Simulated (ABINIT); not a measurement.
Crystal: AgCl (Chlorargyrite).

```
Ag Cl
1.0
     0.00000    2.73500    2.73500
     2.73500    0.00000    2.73500
     2.73500    2.73500    0.00000
Ag Cl
1 1
Direct
  0.00000 0.00000 0.00000
  0.50000 0.50000 0.50000
```

Base run:

* Program: ABINIT 10.8.3 (patched build)
* Functional: TB-mBJ
* Potentials or basis: JTH PAW LDA v2.0
* Cutoff: 816 eV
* k mesh: 8 × 8 × 8
* Occupations: fermi-dirac, width 0.05 eV
* Spin: no spin polarisation

Its results: band gap on the k mesh 2.78 eV, indirect (least direct gap 4.80 eV).

Problem. After a change of settings the same cell gave: band gap on the k mesh 1.41 eV, indirect (least direct gap 3.84 eV). Which change was it?
A. functional from TB-mBJ to PBEsol; potentials or basis from JTH PAW LDA v2.0 to PseudoDojo NC SR PBEsol v0.4.1 standard; cutoff from 816 eV to 1116 eV; valence electrons from 18 to 26
B. functional from TB-mBJ to r2SCAN; potentials or basis from JTH PAW LDA v2.0 to JTH PAW PBE v2.0
C. functional from TB-mBJ to LDA; cutoff from 816 eV to 680 eV; fine-grid cutoff from 1414.99 eV to 1278.94 eV

Solution. B.

Caveats: the constant c of TB-mBJ comes from the pseudo density here, which moves gaps by up to 0.3 eV between sets of potentials (some runs).

Not every run made on this cell is shown here.
